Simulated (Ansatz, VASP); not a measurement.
## Pt (linear Pt chain) in two plane-wave programs

Aim: how closely do two programs agree when they are given the same cell, functional and k mesh? The cell is taken from a series of runs on this material, whose earlier steps may have relaxed, scaled, displaced or heated it; both programs get it as it stands.

Program: Ansatz 0.2.0. Level of theory: plane waves, with VASP 6.6.1 beside it; single point at LDA. Results are calculated unless marked as measured.

### Step 1. The starting structure

The cell holds 1 atom: 1 Pt. Its edges and angles: a = 7.500 Å, b = 7.500 Å, c = 2.994 Å, α = 90.0°, β = 90.0°, γ = 90.0°. Vacuum lies along a and b. The structure's axis is c.

### Step 2. Ansatz: single point, LDA

Ansatz runs on its default PAW (the set named soft_2) files.

A single point gives forces, pressure and levels at one fixed geometry, so differences don't come from the geometry; what else differs is listed under the comparison.

Contents of input.yaml:

```yaml
crystal:
  lattice:
    - [7.5, 0.0, 0.0]
    - [0.0, 7.5, 0.0]
    - [0.0, 0.0, 2.9938104323]
  atoms:
    - { symbol: Pt, position: [0.5, 0.5, 0.0], spin: 0.6 }
magnetization:
  spin_polarized: true
kpoints:
  mp_grid: { grid: [1, 1, 27] }
scf:
  occupations: { method: fermi_dirac, width: 0.05 }
hamiltonian:
  xc: lda
output:
  transmission:
    e_range: [-2, 2]
    de: 0.035
    kmesh: [1, 1]
    reduced_basis: true
    leads: [[0, 0]]
  stress: true
```

Started as:

```bash
> ansatz run input.yaml --threads 4 --pin off --max-ram 8192MiB --backend cpu --events-out ev --progress --plain --runs-dir out
```

Numbers of over 12 decimals in the logs are rounded to 6 here.

The program printed:

```text
Engine: ansatz 0.2.0, aarch64-unknown-linux-gnu
Pseudopotentials: kind: paw
Pseudopotential: Pt, paw, valence charge 18, recommended cutoff 420 eV (normal), Pt.paw.azcp
Functional definition: SPW92
  exchange = slater_x
  correlation = pw_c
Crystal: 1 atoms, lattice volume = 168.402 Å³
Basis set: ecut = 420 eV, 3291 PW (Γ)
Bands: 14, of which v1, the nominal top of the filled ones, is band 9 counted from 1 (8 counted from 0)
Symmetry: 16 space group operations
Space group: P4/mmm (ITA 123), of the structure as read, at distance tolerance 5.5e-5 Å
Magnetic group: BNS 123.339 (UNI 999), of the structure as read, at distance tolerance 5.5e-5 Å
k-points: 14 of 27
Non-local potential: Pt, projectors of the file, l = 0: 3, l = 1: 2, l = 2: 2, l = 3: 1
PAW form: soft (Blöchl's): semilocal exchange-correlation on the pseudo side does not see the compensation charge
PAW frozen core: Pt, regenerated for the run's functional, and the local potential with it (the file was generated under x = pbe(κ = 0.804, μ = 0.219515), c = pbe(β = 0.066725))
PAW one-centre angular grid: Pt, 590 points (default); XC on 64 Gauss nodes
Initial density: superposition of atomic densities (neutral atoms: chi_scale 0, normalization atom)
Starting moments: Σ|m| = 0.6 μB on 1 of 1 site
Initial wavefunctions: pseudopotential atomic-orbital guess
Functional: x = slater, c = lda
iter 1 solved again at ethr=1.41e-3 eV; its pass at ethr=3.10e-3 eV (dr2=2.54e-1 eV) is discarded
SCF iter   1: F=—  HF=-12239.916325 eV  |F-HF|=—  |Δ(HF+E_count)|=         —  Δρ=1.37e-2 (↑5.48e-3 ↓1.37e-2)  dr2=2.56e-1  dr2_m=1.04e-1  M=1.118 μB ∫|m|=1.118 μB  β_m=0.30  ethr=1.41e-3  ⟨swp⟩=1.0  Hψ=2507  notcnv=0
Mixer restart at iter 1: flushing history
preconditioner: auto → LDOS  [metal: Δε(μ)=0.045 eV  Ē_g=6.397 eV  σ=0.050 eV  W_gap=0.21  n_scr=20 (ndim 8)  ℏωp=9.0 eV  f_vac=0.710  D(μ)=6.19/eV (n_scr^D=46)]
spin=Collinear: LDOS preconditioning applied to the charge; magnetization (m = ρ↑ − ρ↓) channel mixes plain (no charge-response kernel on spin).
SCF iter   2: F=—  HF=-12239.928454 eV  |F-HF|=—  |Δ(HF+E_count)|=   1.21e-2  Δρ=8.79e-3 (↑4.22e-3 ↓8.79e-3)  dr2=7.60e-2  dr2_m=5.27e-2  M=1.122 μB ∫|m|=1.123 μB  β_m=0.53  ethr=1.41e-3  ⟨swp⟩=1.7  Hψ=461  notcnv=0
SCF iter   3: F=—  HF=-12239.971889 eV  |F-HF|=—  |Δ(HF+E_count)|=   4.34e-2  Δρ=1.99e-3 (↑1.65e-3 ↓1.99e-3)  dr2=1.74e-3  dr2_m=4.23e-3  M=1.169 μB ∫|m|=1.170 μB  β_m=0.73  ethr=4.22e-4  ⟨swp⟩=2.0  Hψ=672  notcnv=0
SCF iter   4: F=—  HF=-12239.976828 eV  |F-HF|=—  |Δ(HF+E_count)|=   4.94e-3  Δρ=2.98e-4 (↑2.50e-4 ↓2.98e-4)  dr2=9.64e-5  dr2_m=8.78e-5  M=1.212 μB ∫|m|=1.212 μB  β_m=0.85  ethr=9.67e-6  ⟨swp⟩=2.0  Hψ=780  notcnv=0
SCF iter   5: F=—  HF=-12239.976956 eV  |F-HF|=—  |Δ(HF+E_count)|=   1.28e-4  Δρ=1.51e-4 (↑6.00e-5 ↓1.51e-4)  dr2=7.64e-5  dr2_m=6.69e-6  M=1.216 μB ∫|m|=1.216 μB  β_m=0.86  ethr=5.36e-7  ⟨swp⟩=2.0  Hψ=630  notcnv=0
SCF iter   6: F=—  HF=-12239.976950 eV  |F-HF|=—  |Δ(HF+E_count)|=   5.82e-6  Δρ=3.42e-5 (↑1.19e-5 ↓3.42e-5)  dr2=3.16e-6  dr2_m=5.00e-7  M=1.219 μB ∫|m|=1.219 μB  β_m=0.89  ethr=4.25e-7  ⟨swp⟩=2.6  Hψ=581  notcnv=0
SCF iter   7: F=—  HF=-12239.976951 eV  |F-HF|=—  |Δ(HF+E_count)|=   7.62e-7  Δρ=1.56e-5 (↑5.07e-6 ↓1.56e-5)  dr2=3.29e-7  dr2_m=6.78e-8  M=1.218 μB ∫|m|=1.219 μB  β_m=0.92  ethr=1.76e-8  ⟨swp⟩=2.0  Hψ=546  notcnv=0
SCF iter   8: F=—  HF=-12239.976951 eV  |F-HF|=—  |Δ(HF+E_count)|=   1.32e-7  Δρ=5.49e-6 (↑9.08e-7 ↓5.49e-6)  dr2=2.77e-8  dr2_m=1.15e-8  M=1.218 μB ∫|m|=1.219 μB  β_m=0.96  ethr=1.83e-9  ⟨swp⟩=2.2  Hψ=606  notcnv=0
SCF iter   9: F=—  HF=-12239.976951 eV  |F-HF|=—  |Δ(HF+E_count)|=   1.46e-8  Δρ=2.16e-6 (↑2.59e-7 ↓2.16e-6)  dr2=3.10e-9  dr2_m=1.66e-9  M=1.218 μB ∫|m|=1.218 μB  β_m=0.98  ethr=1.54e-10  ⟨swp⟩=2.1  Hψ=1228  notcnv=0
SCF iter  10: F=-12239.976951 eV  HF=-12239.976951 eV  |F-HF|=5.28e-11  |Δ(HF+E_count)|=  5.58e-10  Δρ=3.35e-7 (↑5.40e-8 ↓3.35e-7)  dr2=8.74e-11  dr2_m=4.71e-11  M=1.218 μB ∫|m|=1.218 μB  ethr=1.72e-11  ⟨swp⟩=2.5  Hψ=807  notcnv=0
SCF 1 converged in 10 iterations: F = -12239.976951 eV  dr2 = 8.74e-11
  greatest PAW one-centre occupation: 1.000 electrons in one spin orbital (limit 2), on the Pt atom at site 0 (counted from 0), in its partial waves of l = 0
transmission: 8 of 48 steps passed
transmission: 12 of 48 steps passed
[...]
transmission: 48 of 48 steps passed
SCF converged after 10 iterations
Magnetization: 1.2184 μB (9.6092 up, 8.3908 down)
Absolute magnetization: 1.2185 μB (∫|ρ↑−ρ↓|, with the PAW one-centre terms)
Spin contamination: 0.0012 ħ² per cell (⟨S²⟩ above its minimum at these occupations)
Per-site moments (μB) at R_I (Å): [(1.068716, 1.234947)]
Free energy (F): -12239.976951 eV
Harris-Foulkes:  -12239.976951 eV  (|F-HF|=5.28e-11)
Internal energy: -12239.929031 eV  (E = F + TS)
E sigma→0 (E₀):  -12239.952991 eV
Entropy (-TS):   -0.047921 eV (-47.921 meV/atom)
Fermi energy:    -3.914399 eV
--- Per-component energies (eV) ---
  E_band       = -576.414460
  E_kinetic    = 633.237880
  E_local      = -4890.787812  (includes V_loc(G=0)·N_el)
  E_nonlocal   = 211.110437
  E_hartree    = 2030.410429
  E_xc         = -253.413135
  E_vxc        = -293.634002  (∫ρ·V_xc dr)
  E_paw        = -9179.127046  (= ΣΔE_a)
  E_vpaw       = -297.162045  (= ΣTr[D̂ρ^β])
  E_aug_tail   = 0.000172  (compensation charges beyond the density's cutoff)
  E_ewald      = -791.823825
  E_core_change = 0.463869  (= ΣΔE_core)
  E_smearing   = -0.047921  (= −TS)
  E_closure    = -0.000000  (closes the sum)
  Σ components = -12239.976951   (vs F -12239.976951, Δ=0.00e0)
--- Stress (GPa, compression-positive) ---
       -0.092510       0.000000       0.000000
        0.000000      -0.092510       0.000000
        0.000000       0.000000      -7.051255
  P = ⅓ Tr σ = -2.4121 GPa (-24.121 kbar)
--- Band table (eV; the first three rows and the last of 28) ---
  k-point 0 ↑: bands = [... 5 lower, -4.8057, -4.8044, -4.7569, -4.2320, -4.2320, 0.3516, 0.3516, 2.0982, ... 1 higher]
  k-point 1 ↑: bands = [... 5 lower, -4.8021, -4.8008, -4.7472, -4.2592, -4.2592, 0.3914, 0.3914, 2.1197, ... 1 higher]
  k-point 2 ↑: bands = [... 5 lower, -4.7915, -4.7903, -4.7181, -4.3373, -4.3373, 0.5079, 0.5079, 2.1843, ... 1 higher]
  k-point 13 ↓: bands = [... 5 lower, -5.0835, -3.9281, -3.9256, -3.7131, -0.2527, 0.6592, 4.4213, 4.4213, ... 1 higher]
--- Transmission ---
  basis      : 497 plane waves across, 4 finite elements along
  points     : 1, standing for a mesh of 1 x 1
  filling    : by the input's occupations and mesh, since the crystals that have channels conduct as metals do. If one of these is a semiconductor, that mesh has misplaced its level
  energies   : 115 from -2.000000 to 1.990000 eV about the Fermi level, 0.035000 eV apart; the leads are filled to 0.000000 eV, and channels, transmission and decay are at -0.005000 eV
  crystal 0  : Pt1, at the sites [0, 0], period 2.9938 Å: whole cells are its period
    offset         : up to 0.0000 Å between an atom of the period and one for which it stands
    filled         : 13.0 meV over the level at which it is neutral
    channels       : 1.000000e0 up, 4.000000e0 down
    conductance    : 3.9816e14 S/m² at 300 K; may be off by some 0.0 % by where its bands' edges are placed, 4.3 % from the distance to neutral
```

Reading the cycles: dr2 is the Hartree energy of the density residual (eV), the measure of convergence; HF is the Harris–Foulkes estimate of the energy, which meets the free energy F at convergence.

### Step 3. VASP: single point, LDA

The same cell, functional (in two slightly different forms), mesh and smearing now go to VASP, with its own data sets.

Lines of VASP's logs that name or quote its potential files are left out, and so is its time.

Contents of INCAR:

```
SYSTEM = Pt
PREC = Accurate
ENCUT = 500
EDIFF = 1E-06
NELM = 200
ISMEAR = -1
SIGMA = 0.05
LREAL = .FALSE.
ALGO = Normal
GGA = PW92
NBANDS = 12
ISPIN = 2
MAGMOM = 1.07
LASPH = .TRUE.
LMAXMIX = 4
LORBIT = 11
LWAVE = .FALSE.
LCHARG = .FALSE.
ISIF = 2
GGA_COMPAT = .FALSE.
```

Contents of POSCAR:

```
Pt
1.0
    7.5000000000      0.0000000000      0.0000000000
    0.0000000000      7.5000000000      0.0000000000
    0.0000000000      0.0000000000      2.9938104323
Pt
1
Direct
    0.5000000000      0.5000000000      0.0000000000
```

Contents of KPOINTS:

```
Automatic mesh
0
Gamma
1 1 27
0 0 0
```

Potentials, in the order of the species: Pt (LDA family, release 64).

Started as:

```bash
> mpirun -np 1 vasp_std
```

The program printed:

```text
[banner, memory and clock lines left out]
running    1 mpi-ranks, on    1 nodes
 distrk:  each k-point on    1 cores,    1 groups
 distr:  one band on    1 cores,    1 groups

 POSCAR found type information on POSCAR Pt
 POSCAR found :  1 types and       1 ions
|                                                                             |
|               ----> ADVICE to this user running VASP <----                  |
|                                                                             |
|     You enforced a specific xc type in the INCAR file but a different       |
|     [... a line on the potential file left out ...]
|     I HOPE YOU KNOW WHAT YOU ARE DOING!                                     |
|                                                                             |

 LDA part: xc-table for (Slater(with rela. corr.)+PW92), standard interpolation
 POSCAR, INCAR and KPOINTS ok, starting setup
 FFT: planning ... GRIDC
 FFT: planning ... GRID_SOFT
 FFT: planning ... GRID
 WAVECAR not read
 entering main loop
       N       E                     dE             d eps       ncg     rms          rms(c)
DAV:   1     0.521616787665E+02    0.52162E+02   -0.27606E+03   672   0.519E+02
DAV:   2     0.951387878623E+00   -0.51210E+02   -0.46088E+02  1136   0.914E+01
DAV:   3    -0.262261517172E+01   -0.35740E+01   -0.33848E+01   748   0.278E+01
DAV:   4    -0.265176364474E+01   -0.29148E-01   -0.29122E-01   780   0.304E+00
DAV:   5    -0.265230459465E+01   -0.54095E-03   -0.54090E-03   856   0.466E-01    0.299E+00
DAV:   6    -0.251690265694E+01    0.13540E+00   -0.66356E-01   760   0.464E+00    0.187E+00
DAV:   7    -0.251634797270E+01    0.55468E-03   -0.21948E-02   744   0.103E+00    0.950E-01
DAV:   8    -0.251596522668E+01    0.38275E-03   -0.49947E-03   768   0.363E-01    0.562E-01
DAV:   9    -0.251670587780E+01   -0.74065E-03   -0.10874E-03   736   0.132E-01    0.265E-01
DAV:  10    -0.251690815801E+01   -0.20228E-03   -0.26878E-04   724   0.926E-02    0.110E-01
DAV:  11    -0.251691621276E+01   -0.80547E-05   -0.86819E-05   732   0.502E-02    0.167E-02
DAV:  12    -0.251695742076E+01   -0.41208E-04   -0.39458E-06   712   0.887E-03    0.112E-02
DAV:  13    -0.251702160151E+01   -0.64181E-04   -0.92001E-06   692   0.158E-02    0.887E-03
DAV:  14    -0.251703163124E+01   -0.10030E-04   -0.47813E-07   752   0.313E-03    0.350E-03
DAV:  15    -0.251705484869E+01   -0.23217E-04   -0.19160E-06   684   0.428E-03    0.307E-03
DAV:  16    -0.251708163449E+01   -0.26786E-04   -0.49419E-06   688   0.505E-03    0.224E-03
DAV:  17    -0.251708520254E+01   -0.35681E-05   -0.27136E-07   700   0.183E-03    0.178E-03
DAV:  18    -0.251708640760E+01   -0.12051E-05   -0.87264E-08   692   0.101E-03    0.181E-03
DAV:  19    -0.251708745612E+01   -0.10485E-05   -0.14145E-07   688   0.104E-03    0.778E-04
DAV:  20    -0.251708759875E+01   -0.14264E-06   -0.15486E-08   512   0.429E-04
   1 F= -.25170876E+01 E0= -.24927340E+01  d E =-.487073E-01  mag=     1.1911
```

From OUTCAR (step 3):

```text
ion  position               nearest neighbor table
   1  0.500  0.500  0.000-

  LATTYP: Found a simple tetragonal cell.
 ALAT       =     7.5000000000
 C/A-ratio  =     0.3991747243

 Subroutine GETGRP returns: Found 16 space group operations
 (whereof 16 operations were pure point group operations)

The static configuration has the point symmetry D_4h.

 Found     14 irreducible k-points:

   k-points           NKPTS =     14   k-points in BZ     NKDIM =     14   number of bands    NBANDS=     12

   dimension x,y,z NGX =    56 NGY =   56 NGZ =   24
   dimension x,y,z NGXF=   112 NGYF=  112 NGZF=   48

   ENCUT  =  500.0 eV  36.75 Ry    6.06 a.u.  13.67 13.67  5.46*2*pi/ulx,y,z

   NELECT =      10.0000    total number of electrons

 k-points in reciprocal lattice and weights: Automatic mesh
   0.00000000  0.00000000  0.00000000       0.037
   0.00000000  0.00000000  0.03703704       0.074
   0.00000000  0.00000000  0.07407407       0.074
   0.00000000  0.00000000  0.11111111       0.074
   0.00000000  0.00000000  0.14814815       0.074
   0.00000000  0.00000000  0.18518519       0.074
   0.00000000  0.00000000  0.22222222       0.074
   0.00000000  0.00000000  0.25925926       0.074
   0.00000000  0.00000000  0.29629630       0.074
[...]
0.00000000  0.00000000  0.44444444       0.074
   0.00000000  0.00000000  0.48148148       0.074

 average (electrostatic) potential at core
       1 -77.1469

 E-fermi :  -4.9701

 spin component 1
 k-point     1 :       0.0000    0.0000    0.0000
  band No.  band energies     occupation
    ...
      2      -5.8485      1.00000
      3      -5.8471      1.00000
      4      -5.7905      1.00000
      5      -5.2857      0.99819
      6      -5.2857      0.99819
      7      -0.7030      0.00000
      8      -0.7030      0.00000
      9       1.0325      0.00000
     10       2.3421      0.00000
     11       4.2423      0.00000
    ...

 k-point     2 :       0.0000    0.0000    0.0370
  band No.  band energies     occupation
    ...
      2      -5.8449      1.00000
      3      -5.8435      1.00000
      4      -5.7806      1.00000
      5      -5.3129      0.99895
      6      -5.3129      0.99895
      7      -0.6631      0.00000
      8      -0.6631      0.00000
      9       1.0540      0.00000
     10       2.3636      0.00000
     11       4.2674      0.00000
    ...

 k-point     3 :       0.0000    0.0000    0.0741
  band No.  band energies     occupation
    ...
      2      -5.8343      1.00000
      3      -5.8330      1.00000
      4      -5.7510      1.00000
      5      -5.3910      0.99978
      6      -5.3910      0.99978
      7      -0.5467      0.00000
      8      -0.5467      0.00000
      9       1.1186      0.00000
     10       2.4280      0.00000
     11       4.3427      0.00000
    ...

 k-point     4 :       0.0000    0.0000    0.1111
  band No.  band energies     occupation
    ...
      2      -5.8171      1.00000
      3      -5.8160      1.00000
      4      -5.7017      1.00000
      5      -5.5106      0.99998
      6      -5.5106      0.99998
      7      -0.3615      0.00000
      8      -0.3615      0.00000
      9       1.2263      0.00000
     10       2.5355      0.00000
     11       4.4673      0.00000
    ...

 k-point     5 :       0.0000    0.0000    0.1481
  band No.  band energies     occupation
    ...
      2      -5.7942      1.00000
      3      -5.7935      1.00000
      4      -5.6594      1.00000
      5      -5.6594      1.00000
      6      -5.6323      1.00000
      7      -0.1177      0.00000
      8      -0.1177      0.00000
      9       1.3774      0.00000
     10       2.6860      0.00000
     11       4.6402      0.00000
    ...

 k-point     6 :       0.0000    0.0000    0.1852
  band No.  band energies     occupation
    ...
      2      -5.8247      1.00000
      3      -5.8247      1.00000
      4      -5.7669      1.00000
      5      -5.7664      1.00000
      6      -5.5406      0.99999
      7       0.1751      0.00000
      8       0.1751      0.00000
      9       1.5720      0.00000
     10       2.8796      0.00000
     11       4.8598      0.00000
    ...

  Total       -0.1084152     -0.1084152     -7.3216048      0.0000000      0.0000000     -0.0000000
  in kB       -1.0314633     -1.0314633    -69.6578458      0.0000000      0.0000000     -0.0000000
  external PRESSURE =     -23.9069241 kB  Pullay stress =       0.0000000 kB

  energy-cutoff  :      500.00
  volume of cell :      168.40
      direct lattice vectors                 reciprocal lattice vectors
     7.500000000  0.000000000  0.000000000     0.133333333  0.000000000  0.000000000
     0.000000000  7.500000000  0.000000000     0.000000000  0.133333333  0.000000000
     0.000000000  0.000000000  2.993810432     0.000000000  0.000000000  0.334022485

 POSITION                                       TOTAL-FORCE (eV/Angst)
 -----------------------------------------------------------------------------------
      3.75000      3.75000      0.00000         0.000000      0.000000      0.000000
 -----------------------------------------------------------------------------------
    total drift:                                0.000000      0.000000      0.000000

  FREE ENERGIE OF THE ION-ELECTRON SYSTEM (eV)
  ---------------------------------------------------
  free  energy   TOTEN  =        -2.5170875988 eV

  energy  without entropy=       -2.4683803299  energy(sigma->0) =       -2.49273396

 total charge
# of ion       s       p       d       tot
------------------------------------------
    1        0.570   0.056   7.993   8.618

 magnetization (x)
# of ion       s       p       d       tot
------------------------------------------
    1        0.086   0.003   0.994   1.082

[... 6 further parts left out ...]
```

### Step 4. Comparison

Known differences besides the potentials themselves: VASP starts from the moments at which Ansatz ended; the data sets hold 18 valence electrons in Ansatz (on its default PAW (the set named soft_2) files) and 10 in VASP; the cutoff is 420 eV in Ansatz and 500 eV in VASP; VASP's log shows a relativistic correction to its local exchange, Ansatz's none; site moments are counted in spheres of each program's own size. Total energies have different zeros and are not compared.

Compared:

```
          quantity  Ansatz   VASP  difference
    pressure (GPa)   -2.41  -2.39       -0.02
 total moment (μB)    1.22   1.19       +0.03
moment on Pt1 (μB)    1.07   1.08       -0.01
```

### Step 5. Results

| Item | Value |
| --- | --- |
| difference in total moment (single point, LDA) | 0.027 μB |

**Reading.** The difference in total moment is 0.027 μB (single point, LDA). The data sets hold unlike numbers of valence electrons (18 in Ansatz and 10 in VASP), so part of the differences comes from the potentials. Such differences can come from data sets, numerical settings and the points named under the comparisons, not from the functional's error against experiment.

[Lines on the potential files, build, host, timing and source positions are cut from VASP's logs without a mark.]

[Logs are printed without paths, hosts, clocks, repeated set-up lines and the standing remarks that a program may print on its own settings, such as how far it seeks lower states.]

[Hosts, paths, dates, database ids (printed as entryN), source tags and the programs' standing remarks are cut or masked in the printed files.]
